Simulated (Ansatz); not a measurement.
Level of theory: DFT PBE, scalar-relativistic, plane waves, PAW in Ansatz 0.2.0. All cells share a 420 eV cutoff and Γ-centred k meshes spaced at most about 0.3 Å⁻¹ (2π included). No spin polarisation.

Each guess is relaxed in cell and atoms at zero pressure, on a coarse mesh first where it starts far from rest and then on a converged one. The steps can't lower the symmetry of the start, but it can rise. Energies are static (0 K, no zero-point motion).

This guess for LiH isn't its lowest structure:

```cif
data_structure
_symmetry_space_group_name_H-M 'C2/c'
_symmetry_Int_Tables_number 15
_cell_length_a 1.7090
_cell_length_b 6.6999
_cell_length_c 3.4572
_cell_angle_alpha 90.000
_cell_angle_beta 104.310
_cell_angle_gamma 90.000
_cell_volume 38.36
loop_
_atom_site_label
_atom_site_type_symbol
_atom_site_symmetry_multiplicity
_atom_site_Wyckoff_symbol
_atom_site_fract_x
_atom_site_fract_y
_atom_site_fract_z
_atom_site_occupancy
Li1 Li 4 b 0.50000 0.00000 0.50000 1
H1 H 4 c 0.25000 0.25000 0.00000 1
```

**Question.** Where does the relaxation end?

**Answer.** C2/c at 4.8 Å³/atom → C2/c at 18.4 Å³/atom. Conventional cell: a = 3.094 Å, b = 5.928 Å, c = 8.110 Å, β = 97.8°. Li has 2 H at 1.67 Å; H is surrounded by 2 Li at 1.67 Å.

Space group C2/c (No. 15). a = 3.094 Å, b = 5.928 Å, c = 8.110 Å, α = 90.00°, β = 97.82°, γ = 90.00°
```csv
atom,site,symmetry,x,y,z
Li,4b,-1,0.5000,0.0000,0.5000
H,4c,-1,0.2500,0.2500,0.0000
```

**Question.** How far does this end lie above the lowest form of LiH relaxed in the same way, and what is that form?

**Answer.** It lies 0.33 eV/atom above the lowest of the 12 forms computed, a structure that the Crystallography Open Database (COD) lists, of the rock salt type. Space group Fm-3m (No. 225), cubic, a = 4.008 Å. Li is surrounded by 6 H at 2.00 Å; H is surrounded by 6 Li at 2.00 Å. That form has 8.0 Å³/atom and a gap of 2.98 eV on its mesh; the guess's end has 1.91 eV. Counting H atoms around Li (those within 1.25 times the shortest such distance or 1.15 times the sum of covalent radii, 1.27 where that leaves under three), the guess's end has Li 2 and the lowest form has Li 6.

Weakly bound directions are ill-defined at this level, which has no dispersion term (C2/c), and this can change margins and order among such cells. Kohn–Sham gaps at this level usually fall short of measured ones. With hydrogen, zero-point motion can shift such differences by 10 meV/atom or more. Some types were kept out of the candidates beforehand, so the set may lack a known form.
